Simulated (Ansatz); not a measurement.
# CsH: elastic constants, part 2 of 3

Aim: the elastic tensor from the stress of slightly strained cells, and the moduli that follow. Runs: cell and atoms relaxed (PAW); elastic constants (PAW); reference run (PAW); unstrained (PAW); in-plane strain -0.02, out-of-plane length and atoms relaxed (PAW); film at in-plane strain -0.02 (PAW); in-plane strain -0.01, out-of-plane length and atoms relaxed (PAW); film at in-plane strain -0.01 (PAW); in-plane strain -0.005, out-of-plane length and atoms relaxed (PAW); film at in-plane strain -0.005 (PAW); in-plane strain +0.005, out-of-plane length and atoms relaxed (PAW); film at in-plane strain +0.005 (PAW); in-plane strain +0.01, out-of-plane length and atoms relaxed (PAW); film at in-plane strain +0.01 (PAW); in-plane strain +0.02, out-of-plane length and atoms relaxed (PAW); film at in-plane strain +0.02 (PAW).

Ansatz 0.2.0; DFT r²SCAN. Earlier steps stand in the parts before.

## Step 5: Reference run, band extrema, PAW

input.yaml

```yaml
crystal:
  lattice:
    - [3.81840854, 0.0, 0.0]
    - [0.0, 3.81840854, 0.0]
    - [0.0, 0.0, 3.81840854]
  atoms:
    - { symbol: Cs, position: [0.0, 0.0, 0.0] }
    - { symbol: H, position: [0.5, 0.5, 0.5] }
kpoints:
  mp_grid: { grid: [6, 6, 6] }
scf:
  occupations: { method: fixed }
hamiltonian:
  xc: r2scan
  pseudopotentials: { kind: paw }
output:
  eigenstates:
    kpoints:
      - [-0.5, -0.5, -0.5]
      - [-0.496961407, -0.5, -0.5]
      - [-0.493922814, -0.5, -0.5]
      - [-0.487845628, -0.5, -0.5]
      - [-0.5, -0.496961407, -0.5]
      - [-0.5, -0.493922814, -0.5]
      - [-0.5, -0.487845628, -0.5]
      - [-0.5, -0.5, -0.496961407]
      - [-0.5, -0.5, -0.493922814]
      - [-0.5, -0.5, -0.487845628]
      - [-0.49785139, -0.49785139, -0.5]
      - [-0.495702781, -0.495702781, -0.5]
      - [-0.491405561, -0.491405561, -0.5]
      - [-0.498245668, -0.498245668, -0.498245668]
      - [-0.496491335, -0.496491335, -0.496491335]
      - [-0.49298267, -0.49298267, -0.49298267]
      - [-0.4987595, -0.4987595, -0.502481001]
      - [-0.497518999, -0.497518999, -0.504962002]
      - [-0.495037998, -0.495037998, -0.509924003]
      - [0.0, 0.0, -0.5]
      - [0.003038593, 0.0, -0.5]
      - [0.006077186, 0.0, -0.5]
      - [0.012154372, 0.0, -0.5]
      - [0.0, 0.003038593, -0.5]
      - [0.0, 0.006077186, -0.5]
      - [0.0, 0.012154372, -0.5]
      - [0.0, 0.0, -0.496961407]
      - [0.0, 0.0, -0.493922814]
      - [0.0, 0.0, -0.487845628]
      - [0.00214861, 0.00214861, -0.5]
      - [0.004297219, 0.004297219, -0.5]
      - [0.008594439, 0.008594439, -0.5]
      - [0.00214861, 0.0, -0.49785139]
      - [0.004297219, 0.0, -0.495702781]
      - [0.008594439, 0.0, -0.491405561]
      - [0.001754332, 0.001754332, -0.498245668]
      - [0.003508665, 0.003508665, -0.496491335]
      - [0.00701733, 0.00701733, -0.49298267]
      - [0.0012405, 0.0012405, -0.502481001]
      - [0.002481001, 0.002481001, -0.504962002]
      - [0.004962002, 0.004962002, -0.509924003]
      - [0.0, 0.0, 0.0]
      - [0.003038593, 0.0, 0.0]
      - [0.006077186, 0.0, 0.0]
      - [0.012154372, 0.0, 0.0]
      - [0.0, 0.003038593, 0.0]
      - [0.0, 0.006077186, 0.0]
      - [0.0, 0.012154372, 0.0]
      - [0.0, 0.0, 0.003038593]
      - [0.0, 0.0, 0.006077186]
      - [0.0, 0.0, 0.012154372]
      - [0.00214861, 0.00214861, 0.0]
      - [0.004297219, 0.004297219, 0.0]
      - [0.008594439, 0.008594439, 0.0]
      - [0.001754332, 0.001754332, 0.001754332]
      - [0.003508665, 0.003508665, 0.003508665]
      - [0.00701733, 0.00701733, 0.00701733]
      - [0.0012405, 0.0012405, -0.002481001]
      - [0.002481001, 0.002481001, -0.004962002]
      - [0.004962002, 0.004962002, -0.009924003]
      - [-0.5, -0.5, -0.5]
      - [-0.496961407, -0.5, -0.5]
      - [-0.493922814, -0.5, -0.5]
      - [-0.487845628, -0.5, -0.5]
      - [-0.5, -0.496961407, -0.5]
      - [-0.5, -0.493922814, -0.5]
      - [-0.5, -0.487845628, -0.5]
      - [-0.5, -0.5, -0.496961407]
      - [-0.5, -0.5, -0.493922814]
      - [-0.5, -0.5, -0.487845628]
      - [-0.49785139, -0.49785139, -0.5]
      - [-0.495702781, -0.495702781, -0.5]
      - [-0.491405561, -0.491405561, -0.5]
      - [-0.498245668, -0.498245668, -0.498245668]
      - [-0.496491335, -0.496491335, -0.496491335]
      - [-0.49298267, -0.49298267, -0.49298267]
      - [-0.4987595, -0.4987595, -0.502481001]
      - [-0.497518999, -0.497518999, -0.504962002]
      - [-0.495037998, -0.495037998, -0.509924003]
      - [0.0, 0.0, -0.5]
      - [0.003038593, 0.0, -0.5]
      - [0.006077186, 0.0, -0.5]
      - [0.012154372, 0.0, -0.5]
      - [0.0, 0.003038593, -0.5]
      - [0.0, 0.006077186, -0.5]
      - [0.0, 0.012154372, -0.5]
      - [0.0, 0.0, -0.496961407]
      - [0.0, 0.0, -0.493922814]
      - [0.0, 0.0, -0.487845628]
      - [0.00214861, 0.00214861, -0.5]
      - [0.004297219, 0.004297219, -0.5]
      - [0.008594439, 0.008594439, -0.5]
      - [0.00214861, 0.0, -0.49785139]
      - [0.004297219, 0.0, -0.495702781]
      - [0.008594439, 0.0, -0.491405561]
      - [0.001754332, 0.001754332, -0.498245668]
      - [0.003508665, 0.003508665, -0.496491335]
      - [0.00701733, 0.00701733, -0.49298267]
      - [0.0012405, 0.0012405, -0.502481001]
      - [0.002481001, 0.002481001, -0.504962002]
      - [0.004962002, 0.004962002, -0.509924003]
    de_dk: true
    e_range: [-3, 6.183392889507]
checkpoint:
  read: ck
```

Command:

```bash
$ ansatz run input.yaml --threads 1 --pin off --max-ram 3072MiB --backend cpu --events-out ev --progress --plain --runs-dir out
```

Log, cut to the lines that bear on the results:

```text
[...]
Pseudopotentials: kind: paw
Pseudopotential: Cs, paw, valence charge 9, recommended cutoff 500 eV (meta_gga), Cs.paw.azcp
Pseudopotential: H, paw, valence charge 1, recommended cutoff 500 eV (meta_gga), H.paw.azcp
Functional definition: r2SCAN
[...]
Crystal: 2 atoms, lattice volume = 55.673 Å³
Basis set: ecut = 500 eV, 1365 PW (Γ), exchange–correlation on 120×120×120 points (64 copies of the dense FFT grid, shifted against one another)
[...]
NSCF: frozen V_eff on 101 k-points
SCF converged after 5 iterations
Free energy (F): -5702.361343 eV
[...]
E sigma→0 (E₀):  -5702.361343 eV
Fermi energy:    4.148192 eV
[...]
--- Band table (eV; the first three rows and the last of 20) ---
  k-point 0: bands = ["-18.2908", "-3.9965", "-3.9965", "-3.9965", "2.2811", "7.9874", "7.9874", "12.1595", "14.2132"]
[...]
```

Run time: 4.7 s. Hardware: 1 thread of Intel Xeon Platinum 8488C (Sapphire Rapids), shared host; peak memory 0.41 GiB.

## Step 6: Unstrained, PAW

input.yaml

```yaml
crystal:
  lattice:
    - [3.81840854, 0.0, 0.0]
    - [0.0, 3.81840854, 0.0]
    - [0.0, 0.0, 3.81840854]
  atoms:
    - { symbol: Cs, position: [0.0, 0.0, 0.0] }
    - { symbol: H, position: [0.5, 0.5, 0.5] }
kpoints:
  mp_grid: { grid: [6, 6, 6] }
scf:
  occupations: { method: fixed }
  convergence: { dr2_threshold: 1.0e-10 }
hamiltonian:
  xc: r2scan
  pseudopotentials: { kind: paw }
output:
  forces: true
  stress: true
  eigenstates:
    kpoints:
      - [0.0, 0.0, 0.0]
      - [0.5, 0.5, 0.5]
      - [0.0, 0.0, 0.5]
      - [0.0, 0.5, 0.0]
      - [0.5, 0.0, 0.0]
      - [-0.5, -0.5, 0.0]
      - [-0.5, 0.0, -0.5]
      - [0.0, -0.5, -0.5]
  eigenvalues: true
```

Command:

```bash
$ ansatz run input.yaml --threads 1 --pin off --max-ram 3072MiB --backend cpu --events-out ev --progress --plain --runs-dir out
```

Log, cut to the lines that bear on the results:

```text
[...]
[... 4 set-up lines as earlier in the session ...]
[...]
Crystal: 2 atoms, lattice volume = 55.673 Å³
Basis set: ecut = 500 eV, 1365 PW (Γ), exchange–correlation on 120×120×120 points (64 copies of the dense FFT grid, shifted against one another)
[...]
  atom   1  Cs    -0.00000000    -0.00000000    -0.00000000
  atom   2  H      0.00000000    -0.00000000    -0.00000000
[...]
--- Stress (GPa, compression-positive) ---
       -0.047062       0.000000       0.000000
        0.000000      -0.047062      -0.000000
        0.000000      -0.000000      -0.047062
  P = ⅓ Tr σ = -0.0471 GPa (-0.471 kbar)
--- Band table (eV; the first three rows and the last of 20) ---
  k-point 0: bands = ["-18.2908", "-3.9964", "-3.9964", "-3.9964", "2.2811", "7.9874", "7.9874", "12.1595", "14.2132"]
[...]
```

Run time: 2.5 s. Hardware: 1 thread of Intel Xeon Platinum 8488C (Sapphire Rapids), shared host; peak memory 0.43 GiB.

## Step 7: In-plane strain -0.02, out-of-plane length and atoms relaxed, PAW

input.yaml

```yaml
crystal:
  lattice:
    - [3.7420403692, 0.0, 0.0]
    - [0.0, 3.7420403692, 0.0]
    - [0.0, 0.0, 3.86422944248]
  atoms:
    - { symbol: Cs, position: [0.0, 0.0, 0.0] }
    - { symbol: H, position: [0.5, 0.5, 0.5] }
kpoints:
  mp_grid: { grid: [6, 6, 6] }
scf:
  occupations: { method: fixed }
hamiltonian:
  xc: r2scan
  pseudopotentials: { kind: paw }
relax:
  f_tol: 0.002
  max_steps: 80
  cell: { fix: [a, b, gamma] }
output:
  forces: true
  stress: true
```

Command:

```bash
$ ansatz run input.yaml --threads 1 --pin off --max-ram 3072MiB --backend cpu --events-out ev --progress --plain --runs-dir out
```

Log, cut to the lines that bear on the results:

```text
[...]
[... 4 set-up lines as earlier in the session ...]
[...]
Crystal: 2 atoms, lattice volume = 54.110 Å³
Basis set: ecut = 500 eV, 1359 PW (Γ), exchange–correlation on 120×120×120 points (64 copies of the dense FFT grid, shifted against one another)
[...]
  P = ⅓ Tr σ = 0.5934 GPa (5.934 kbar)
--- Relaxed structure (3 steps of the walk, 3 accepted, 1 SCFs on fresh bases) ---
  F+E_penalty+E_count = -5702.35583447 eV   max|allowed force component| = 7.950e-31 eV/Å   (the final SCF, on the basis selected at the relaxed cell)
  cell:  # Å, volume = 53.3796 Å³
    - [3.7420403692, 0.0, 0.0]
    - [0.0, 3.7420403692, 0.0]
    - [0.0, 0.0, 3.8120480053031907]
  atoms:
    - { symbol: Cs, position: [1.447519918056661e-35, -1.462790773537018e-48, 0.0] }
    - { symbol: H, position: [0.5, 0.5, 0.5] }
```

Wall time 9.2 s (1 thread of Intel Xeon Platinum 8488C (Sapphire Rapids), shared host); peak memory 0.49 GiB.

Relaxation path:

```
step  energy from step 1 (eV/cell)  largest force component (eV/Å)  pressure (GPa)  volume (Å³)
   1                        0.0000                          0.0000            0.38        54.11
   2                       -0.0012                          0.0000            0.52        53.63
   3                       -0.0014                          0.0000            0.59        53.38
   4                       -0.0014                          0.0000            0.59        53.38
```

Step 1 is the start. Step 4 repeats the geometry before on a plane-wave basis chosen anew for that cell, so the energy can jump there without any move; the table keeps such jumps.

| input's cell | before | after | change |
| --- | --- | --- | --- |
| a (Å) | 3.742 | 3.742 | +0.0 % |
| b (Å) | 3.742 | 3.742 | +0.0 % |
| c (Å) | 3.864 | 3.812 | -1.4 % |
| volume (Å³/atom) | 27.06 | 26.69 | -1.4 % |

## Step 8: Film at in-plane strain -0.02, PAW

input.yaml

```yaml
crystal:
  lattice:
    - [3.7420403692, 0.0, 0.0]
    - [0.0, 3.7420403692, 0.0]
    - [0.0, 0.0, 3.8120480053]
  atoms:
    - { symbol: Cs, position: [0.0, 0.0, 0.0] }
    - { symbol: H, position: [0.5, 0.5, 0.5] }
kpoints:
  mp_grid: { grid: [6, 6, 6] }
scf:
  occupations: { method: fixed }
  convergence: { dr2_threshold: 1.0e-10 }
hamiltonian:
  xc: r2scan
  pseudopotentials: { kind: paw }
output:
  forces: true
  stress: true
  eigenstates:
    kpoints:
      - [0.0, 0.0, 0.0]
      - [0.5, 0.5, 0.5]
      - [0.0, 0.0, 0.5]
      - [0.0, 0.5, 0.0]
      - [0.5, 0.0, 0.0]
      - [-0.5, -0.5, 0.0]
      - [-0.5, 0.0, -0.5]
      - [0.0, -0.5, -0.5]
  eigenvalues: true
```

Command:

```bash
$ ansatz run input.yaml --threads 1 --pin off --max-ram 3072MiB --backend cpu --events-out ev --progress --plain --runs-dir out
```

Log, cut to the lines that bear on the results:

```text
[...]
[... 4 set-up lines as earlier in the session ...]
[...]
Crystal: 2 atoms, lattice volume = 53.380 Å³
Basis set: ecut = 500 eV, 1357 PW (Γ), exchange–correlation on 120×120×120 points (64 copies of the dense FFT grid, shifted against one another)
[...]
  atom   1  Cs    -0.00000000    -0.00000000     0.00000000
  atom   2  H      0.00000000    -0.00000000     0.00000000
[...]
--- Stress (GPa, compression-positive) ---
        0.886515       0.000000       0.000000
        0.000000       0.886515       0.000000
        0.000000       0.000000       0.007312
  P = ⅓ Tr σ = 0.5934 GPa (5.934 kbar)
--- Band table (eV; the first three rows and the last of 40) ---
  k-point 0: bands = ["-17.9490", "-3.6289", "-3.5377", "-3.5377", "2.5709", "8.2960", "8.3184", "12.8398", "14.7469"]
[...]
```

Run time: 4 s. Hardware: 1 thread of Intel Xeon Platinum 8488C (Sapphire Rapids), shared host; peak memory 0.48 GiB.

## Step 9: In-plane strain -0.01, out-of-plane length and atoms relaxed, PAW

input.yaml

```yaml
crystal:
  lattice:
    - [3.7802244546, 0.0, 0.0]
    - [0.0, 3.7802244546, 0.0]
    - [0.0, 0.0, 3.84131899124]
  atoms:
    - { symbol: Cs, position: [0.0, 0.0, 0.0] }
    - { symbol: H, position: [0.5, 0.5, 0.5] }
kpoints:
  mp_grid: { grid: [6, 6, 6] }
scf:
  occupations: { method: fixed }
hamiltonian:
  xc: r2scan
  pseudopotentials: { kind: paw }
relax:
  f_tol: 0.002
  max_steps: 80
  cell: { fix: [a, b, gamma] }
output:
  forces: true
  stress: true
```

Command:

```bash
$ ansatz run input.yaml --threads 1 --pin off --max-ram 3072MiB --backend cpu --events-out ev --progress --plain --runs-dir out
```

Log, cut to the lines that bear on the results:

```text
[...]
[... 4 set-up lines as earlier in the session ...]
[...]
Crystal: 2 atoms, lattice volume = 54.893 Å³
Basis set: ecut = 500 eV, 1367 PW (Γ), exchange–correlation on 120×120×120 points (64 copies of the dense FFT grid, shifted against one another)
[...]
  cell:  # Å, volume = 54.4860 Å³
    - [3.7802244546, 8.66707298515541e-112, 5.746994898864497e-34]
    - [8.66707298515541e-112, 3.7802244546, 1.1972906039301033e-34]
    - [5.839875624502711e-34, 1.2166407551047313e-34, 3.8128488808448426]
  atoms:
    - { symbol: Cs, position: [7.960547248687827e-37, 1.2736875597749928e-35, 1.9584845367964867e-36] }
    - { symbol: H, position: [0.5000000000000001, 0.5000000000000001, 0.5] }
```

It took 9.6 s on 1 thread of Intel Xeon Platinum 8488C (Sapphire Rapids), shared host; peak memory 0.5 GiB.

Relaxation path:

```
step  energy from step 1 (eV/cell)  largest force component (eV/Å)  pressure (GPa)  volume (Å³)
   1                        0.0000                          0.0000            0.16        54.89
   2                       -0.0004                          0.0000            0.23        54.63
   3                       -0.0004                          0.0000            0.26        54.49
   4                       -0.0004                          0.0000            0.26        54.49
```

Step 1 is the start. Step 4 repeats the geometry before on a plane-wave basis chosen anew for that cell, so the energy can jump there without any move; the table keeps such jumps.

| input's cell | before | after | change |
| --- | --- | --- | --- |
| a (Å) | 3.780 | 3.780 | +0.0 % |
| b (Å) | 3.780 | 3.780 | +0.0 % |
| c (Å) | 3.841 | 3.813 | -0.7 % |
| volume (Å³/atom) | 27.45 | 27.24 | -0.7 % |

## Step 10: Film at in-plane strain -0.01, PAW

input.yaml

```yaml
crystal:
  lattice:
    - [3.7802244546, 0.0, 0.0]
    - [0.0, 3.7802244546, 0.0]
    - [0.0, 0.0, 3.81284888084]
  atoms:
    - { symbol: Cs, position: [0.0, 0.0, 0.0] }
    - { symbol: H, position: [0.5, 0.5, 0.5] }
kpoints:
  mp_grid: { grid: [6, 6, 6] }
scf:
  occupations: { method: fixed }
  convergence: { dr2_threshold: 1.0e-10 }
hamiltonian:
  xc: r2scan
  pseudopotentials: { kind: paw }
output:
  forces: true
  stress: true
  eigenstates:
    kpoints:
      - [0.0, 0.0, 0.0]
      - [0.5, 0.5, 0.5]
      - [0.0, 0.0, 0.5]
      - [0.0, 0.5, 0.0]
      - [0.5, 0.0, 0.0]
      - [-0.5, -0.5, 0.0]
      - [-0.5, 0.0, -0.5]
      - [0.0, -0.5, -0.5]
  eigenvalues: true
```

Command:

```bash
$ ansatz run input.yaml --threads 1 --pin off --max-ram 3072MiB --backend cpu --events-out ev --progress --plain --runs-dir out
```

Log, cut to the lines that bear on the results:

```text
[...]
[... 4 set-up lines as earlier in the session ...]
[...]
Crystal: 2 atoms, lattice volume = 54.486 Å³
Basis set: ecut = 500 eV, 1357 PW (Γ), exchange–correlation on 120×120×120 points (64 copies of the dense FFT grid, shifted against one another)
[...]
  atom   1  Cs    -0.00000000     0.00000000     0.00000000
  atom   2  H      0.00000000    -0.00000000     0.00000000
[...]
--- Stress (GPa, compression-positive) ---
        0.395430       0.000000       0.000000
        0.000000       0.395430       0.000000
        0.000000       0.000000       0.001981
  P = ⅓ Tr σ = 0.2643 GPa (2.643 kbar)
--- Band table (eV; the first three rows and the last of 40) ---
  k-point 0: bands = ["-18.1160", "-3.8060", "-3.7653", "-3.7653", "2.4275", "8.1449", "8.1552", "12.5041", "14.4865"]
[...]
```

Wall time 4.3 s (1 thread of Intel Xeon Platinum 8488C (Sapphire Rapids), shared host); peak memory 0.46 GiB.

## Step 11: In-plane strain -0.005, out-of-plane length and atoms relaxed, PAW

input.yaml

```yaml
crystal:
  lattice:
    - [3.7993164973, 0.0, 0.0]
    - [0.0, 3.7993164973, 0.0]
    - [0.0, 0.0, 3.82986376562]
  atoms:
    - { symbol: Cs, position: [0.0, 0.0, 0.0] }
    - { symbol: H, position: [0.5, 0.5, 0.5] }
kpoints:
  mp_grid: { grid: [6, 6, 6] }
scf:
  occupations: { method: fixed }
hamiltonian:
  xc: r2scan
  pseudopotentials: { kind: paw }
relax:
  f_tol: 0.002
  max_steps: 80
  cell: { fix: [a, b, gamma] }
output:
  forces: true
  stress: true
```

Command:

```bash
$ ansatz run input.yaml --threads 1 --pin off --max-ram 3072MiB --backend cpu --events-out ev --progress --plain --runs-dir out
```

Log, cut to the lines that bear on the results:

```text
[...]
[... 4 set-up lines as earlier in the session ...]
[...]
Crystal: 2 atoms, lattice volume = 55.283 Å³
Basis set: ecut = 500 eV, 1365 PW (Γ), exchange–correlation on 120×120×120 points (64 copies of the dense FFT grid, shifted against one another)
[...]
  P = ⅓ Tr σ = 0.1121 GPa (1.121 kbar)
--- Relaxed structure (3 steps of the walk, 3 accepted, 1 SCFs on fresh bases) ---
  F+E_penalty+E_count = -5702.36114984 eV   max|allowed force component| = 9.861e-32 eV/Å   (the final SCF, on the basis selected at the relaxed cell)
  cell:  # Å, volume = 55.0473 Å³
    - [3.7993164973, 0.0, 0.0]
    - [0.0, 3.7993164973, 0.0]
    - [0.0, 0.0, 3.8135087613200116]
  atoms:
    - { symbol: Cs, position: [-8.044303005432979e-38, -7.20369325661446e-49, 0.0] }
    - { symbol: H, position: [0.5, 0.5, 0.5] }
```

Run time: 8.4 s. Hardware: 1 thread of Intel Xeon Platinum 8488C (Sapphire Rapids), shared host; peak memory 0.49 GiB.

The steps of the relaxation:

```
step  energy from step 1 (eV/cell)  largest force component (eV/Å)  pressure (GPa)  volume (Å³)
   1                        0.0000                          0.0000            0.05        55.28
   2                       -0.0001                          0.0000            0.09        55.13
   3                       -0.0001                          0.0000            0.11        55.05
   4                       -0.0001                          0.0000            0.11        55.05
```

Step 1 is the start. Step 4 repeats the geometry before on a plane-wave basis chosen anew for that cell, so the energy can jump there without any move; the table keeps such jumps.

| input's cell | before | after | change |
| --- | --- | --- | --- |
| a (Å) | 3.799 | 3.799 | +0.0 % |
| b (Å) | 3.799 | 3.799 | +0.0 % |
| c (Å) | 3.830 | 3.814 | -0.4 % |
| volume (Å³/atom) | 27.64 | 27.52 | -0.4 % |

## Step 12: Film at in-plane strain -0.005, PAW

input.yaml

```yaml
crystal:
  lattice:
    - [3.7993164973, 0.0, 0.0]
    - [0.0, 3.7993164973, 0.0]
    - [0.0, 0.0, 3.81350876132]
  atoms:
    - { symbol: Cs, position: [0.0, 0.0, 0.0] }
    - { symbol: H, position: [0.5, 0.5, 0.5] }
kpoints:
  mp_grid: { grid: [6, 6, 6] }
scf:
  occupations: { method: fixed }
  convergence: { dr2_threshold: 1.0e-10 }
hamiltonian:
  xc: r2scan
  pseudopotentials: { kind: paw }
output:
  forces: true
  stress: true
  eigenstates:
    kpoints:
      - [0.0, 0.0, 0.0]
      - [0.5, 0.5, 0.5]
      - [0.0, 0.0, 0.5]
      - [0.0, 0.5, 0.0]
      - [0.5, 0.0, 0.0]
      - [-0.5, -0.5, 0.0]
      - [-0.5, 0.0, -0.5]
      - [0.0, -0.5, -0.5]
  eigenvalues: true
```

Command:

```bash
$ ansatz run input.yaml --threads 1 --pin off --max-ram 3072MiB --backend cpu --events-out ev --progress --plain --runs-dir out
```

Log, cut to the lines that bear on the results:

```text
[...]
[... 4 set-up lines as earlier in the session ...]
[...]
Crystal: 2 atoms, lattice volume = 55.047 Å³
Basis set: ecut = 500 eV, 1365 PW (Γ), exchange–correlation on 120×120×120 points (64 copies of the dense FFT grid, shifted against one another)
[...]
  atom   1  Cs    -0.00000000     0.00000000     0.00000000
  atom   2  H      0.00000000    -0.00000000     0.00000000
[...]
--- Stress (GPa, compression-positive) ---
        0.167988       0.000000       0.000000
        0.000000       0.167988       0.000000
        0.000000       0.000000       0.000219
  P = ⅓ Tr σ = 0.1121 GPa (1.121 kbar)
--- Band table (eV; the first three rows and the last of 40) ---
  k-point 0: bands = ["-18.1992", "-3.8943", "-3.8771", "-3.8771", "2.3574", "8.0702", "8.0746", "12.3392", "14.3581"]
[...]
```

Wall time 4.1 s (1 thread of Intel Xeon Platinum 8488C (Sapphire Rapids), shared host); peak memory 0.48 GiB.

[end of part 2 of 3]
